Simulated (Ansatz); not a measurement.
## CuO: which magnetic state is lowest?

Computed with Ansatz, DFT r2SCAN, scalar-relativistic, plane waves, PAW.

```
Cu O
1.0
     1.99097   -2.15355    0.00000
     1.99097    2.15355    0.00000
     0.00000    0.00000    5.15593
Cu O
2 2
Direct
  0.00000 0.50000 0.00000
  0.50000 0.00000 0.50000
  0.50000 0.50000 0.25000
  0.50000 0.50000 0.75000
```

```json
{"plane-wave cutoff": "500 eV", "Γ-centred k-mesh": "14×14×8", "occupation rule": "Gaussian smearing, 0.1 eV", "list of starting moments (μB, in atom order)": "2.5 2.5 0 0", "check for lower electronic states after the SCF": "off"}
```

All runs keep this geometry, which isn't relaxed for the lowest state (largest force there 0.000 eV/Å, pressure -4.1 GPa) and needn't be a stable compound; relaxing each order can shift differences of a few meV. r2SCAN tends to overstate moments in metals, so a weak moment here may be absent in the real material. Site moments are spin moments in atom-centred spheres that scale with the neighbour distance. The states are those that the runs reached from these starts; a lower one can exist. No antiferromagnetic start is among these.

Question: Starts tried: no spin; large parallel starting moments. Which state comes out lowest, and what are the moments?

Answer: Of the states reached here, with no antiferromagnetic start among them, the lowest is ferromagnetic, reached from the start “large parallel starting moments”, with site moments (μB) Cu +0.62 (×2), O +0.33 (×2).

| start | ends | energy above lowest (meV/atom) | site moments (μB) | gap on mesh (eV) | P (GPa) |
| --- | --- | --- | --- | --- | --- |
| no spin | non-magnetic | 31.9 | none over 0.05 | metal | -4.9 |
| large parallel starting moments | ferromagnetic | 0.00 | Cu +0.62 (×2), O +0.33 (×2) | metal | -4.1 |

Cost: 2 runs of about 3.9 core-minutes in all, on Arm Neoverse V2 (shared hosts).